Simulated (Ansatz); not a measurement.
# (Hf,Si)O2: orderings on the anatase lattice

Small ordered supercells, each relaxed with r2SCAN in the PAW code Ansatz; x is the share of Si. They stand for particular orderings, not for the random alloy. The cells were built from prototypes, so some may not be known phases; spin polarisation is off.

HfSiO4 (C2/m, 12 atoms):
Space group C2/m (No. 12). a = 10.376 Å, b = 3.745 Å, c = 7.371 Å, α = 90.00°, β = 111.03°, γ = 90.00°
```tsv
atom	site	symmetry	x	y	z
Hf	4i	m	0.8523	0.0000	0.8048
O	4i	m	0.8670	0.5000	0.3053
O	4i	m	0.5763	0.5000	0.8997
O	4i	m	0.7176	0.0000	0.2312
Si	4i	m	0.8988	0.0000	0.3221
O	4i	m	0.5809	0.5000	0.4287
```

HfSiO4 (I-4m2, 6 atoms):
Space group I-4m2 (No. 119). a = 3.718 Å, b = 3.718 Å, c = 9.761 Å, α = 90.00°, β = 90.00°, γ = 90.00°
```csv
atom,site,symmetry,x,y,z
Si,2a,-4m2,0.0000,0.0000,0.0000
Hf,2c,-4m2,0.0000,0.5000,0.2500
O,4f,2mm.,0.0000,0.5000,0.4717
O,4e,2mm.,0.0000,0.0000,0.1777
```

The end members (d direct, i indirect):

| cell | x | volume (Å³/atom) | gap, r2SCAN (eV) | gap, HSE06 (eV) | gap, PBE0 (eV) |
| --- | --- | --- | --- | --- | --- |
| HfO2 (anatase sites, I4_1/amd) | 0 | 14.01 | 5.02 i (M → Γ) | 6.13 i (M → Γ) | 6.88 i (M → Γ) |
| SiO2 (anatase sites, I4_1/amd) | 1 | 8.53 | 7.21 i ((-0.005, -0.005, 0.432) → Γ) | 8.38 i ((-0.005, -0.005, 0.432) → Γ) | 9.14 i ((-0.005, -0.005, 0.432) → Γ) |

Problem. Estimate the gaps of HfSiO4 (C2/m, 12 atoms), x = 0.500, and set its volume against the straight line.

Solution. 11.14 Å³ an atom (-1.2 % from the straight line); r2SCAN 4.81 i ((0.260, -0.271, -1/2) → (0.234, -0.281, -0.130)), HSE06 5.98 d ((0.260, -0.271, -1/2)), PBE0 6.75 d ((0.260, -0.271, -1/2)) eV.

Problem. Estimate the gaps of HfSiO4 (I-4m2, 6 atoms), x = 0.500, and set its volume against the straight line.

Solution. 11.24 Å³ an atom (-0.3 % from the straight line); r2SCAN 4.42 i (X → P), HSE06 5.56 i (X → P), PBE0 6.33 i (X → P) eV.

Problem. Which of the orderings at x = 0.500 has the lowest r2SCAN energy?

Solution. HfSiO4 (C2/m, 12 atoms); above it HfSiO4 (I-4m2, 6 atoms) by 91 meV an atom.

No spin-orbit coupling is included; it can move band edges with weight on the heavy atoms by tenths of an eV.

Where an edge lies off the special points, it is a point of the mesh or the k point where a search put PBE's edge or least direct gap, reused for the other functionals, whose own edges may lie a little apart.

Coordinates of k points refer to the reciprocal vectors of the primitive cell of the runs.

The meshes of the hybrids are coarse, so their gaps aren't converged to the digits shown.
